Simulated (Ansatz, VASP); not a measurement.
# One calculation of Mg, two programs

```
CELL_PARAMETERS angstrom
-0.01104 2.07122 1.96895
2.31845 -0.25827 2.21618
2.06018 2.06018 0.00000
ATOMIC_POSITIONS crystal
Mg 0.00000 0.00000 0.00000
```

Alike in both runs: task single point; functional PBE; k mesh 16 × 16 × 16; occupations gaussian, width 0.1 eV; no spin polarisation.

|  | VASP | Ansatz |
| --- | --- | --- |
| version | VASP 6.6.1 | Ansatz 0.2.0 |
| potentials or method | VASP PAW PBE potentials, release 64 (Mg) | scalar-relativistic, plane waves, PAW |
| plane-wave cutoff (eV) | 520 | 420 |
| valence electrons in the cell | 2 | 10 |

```csv
,VASP,Ansatz,Ansatz less VASP
gap on the k mesh at the Fermi level (eV),none,none,-
pressure (GPa),8.7,8.8,+0.07
largest component of the traceless stress (GPa),4.90,4.87,-0.025
```

A gap of «none» marks a metal or a gap that the smearing closes. The two sets of potentials don't hold the same shells in valence.
